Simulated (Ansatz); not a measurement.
An Ansatz input (plane waves, PAW) for rocksalt-structured BaS that has something wrong with it:

```yaml
crystal:
  lattice:
    - [0.0, 3.2142043034, 3.2142043034]
    - [3.2142043034, 0.0, 3.2142043034]
    - [3.2142043034, 3.2142043034, 0.0]
  atoms:
    - { symbol: Ba, position: [0.5, 0.5, 0.5] }
    - { symbol: S, position: [0.0, 0.0, 0.0] }
basis:
  ecutwfc: 420
  ecutrho_ratio: 4
kpoints:
  mp_grid: { grid: [0, 10, 10] }
hamiltonian:
  xc: pbe
scf:
  occupations: { method: gaussian, width: 0.05 }
  max_iter: 80
output:
  forces: true
  stress: true
```

Launched as:
```sh
ansatz run input.yaml --threads 4 --pin off --max-ram 7168MiB --backend cpu --events-out ev --progress --plain --runs-dir out
```

Q: What is wrong with it?

A: A k-mesh with a zero. Against the sound input: kpoints.mp_grid.grid: [10, 10, 10] → [0, 10, 10] (the cap on iterations is only a precaution).

What the program printed:

```
Error: invalid value for `kpoints.mp_grid.grid`: each dimension must be in 1..=255
```

The input was refused before any iteration. Cost: 0.09 s on 4 threads of Arm Neoverse N1, on a shared host, peak memory 0.076 GiB. The run before the change (PBE, 420 eV, 10×10×10 mesh) gave:

```tsv
run	P (GPa)	gap on the mesh (eV)	cell moment (μB)	largest force component (eV/Å)
sound	0.0	2.23	–	0.000
```

The start was a prototype's sites filled with these elements; the Crystallography Open Database holds the compound in this structure.

Of that run: Semilocal functionals underestimate band gaps, commonly by a third or more.
